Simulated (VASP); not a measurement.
The system is InP.

```
In P
1.0
     0.00000    2.93933    2.93933
     2.93933    0.00000    2.93933
     2.93933    2.93933    0.00000
In P
1 1
Direct
  0.00000 0.00000 0.00000
  0.25000 0.25000 0.25000
```

Base run:

```yaml
Program: VASP 6.6.1
Functional: PBE
Potentials_or_basis: VASP PAW PBE potentials, release 64 (In_d, P)
Cutoff: 520 eV
k_mesh: 8 × 8 × 8
Occupations: gaussian, width 0.03 eV
Spin: no spin polarisation
```

Its results: band gap on the k mesh 0.66 eV, direct; pressure 2.6 GPa.

**Question.** The run is repeated on the same cell with these changes: functional from PBE to HSE06. What comes out?

**Answer.** Band gap on the k mesh 1.45 eV, direct; pressure 0.6 GPa.

HSE06 gives the wider gap, since exact exchange removes part of the self-interaction.

Caveats: spin-orbit coupling is left out, which moves the levels of the heavy elements; the PAW data sets were made with another functional, which shifts forces and pressure a little (some runs).
